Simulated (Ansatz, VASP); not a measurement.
**One calculation of Ta, two programs**

```
CELL_PARAMETERS angstrom
-1.65231 1.65231 1.65231
1.65231 -1.65231 1.65231
1.65231 1.65231 -1.65231
ATOMIC_POSITIONS crystal
Ta 0.00000 0.00000 0.00000
```

Alike in both runs: functional r2SCAN; k mesh 24 × 24 × 24; occupations gaussian, width 0.1 eV; no spin polarisation.

Ansatz relaxed the structure, and its values are those at the end. VASP's run is a single point on that final structure, the one shown.

|  | VASP | Ansatz |
| --- | --- | --- |
| version | VASP 6.6.1 | Ansatz 0.2.0 |
| potentials or method | VASP PAW PBE potentials, release 64 (Ta_pv) | scalar-relativistic, plane waves, PAW |
| plane-wave cutoff (eV) | 520 | 500 |
| valence electrons in the cell | 11 | 13 |

```csv
,VASP,Ansatz,Ansatz less VASP
gap on the k mesh at the Fermi level (eV),none,none,-
pressure (GPa),0.7,0.0,-0.65
```

A gap of «none» marks a metal or a gap that the smearing closes. The two sets of potentials don't hold the same shells in valence.

Caveats: the PAW data sets were made with another functional, which shifts forces and pressure a little (VASP). Spin-orbit coupling is left out, which matters for the levels of Ta.
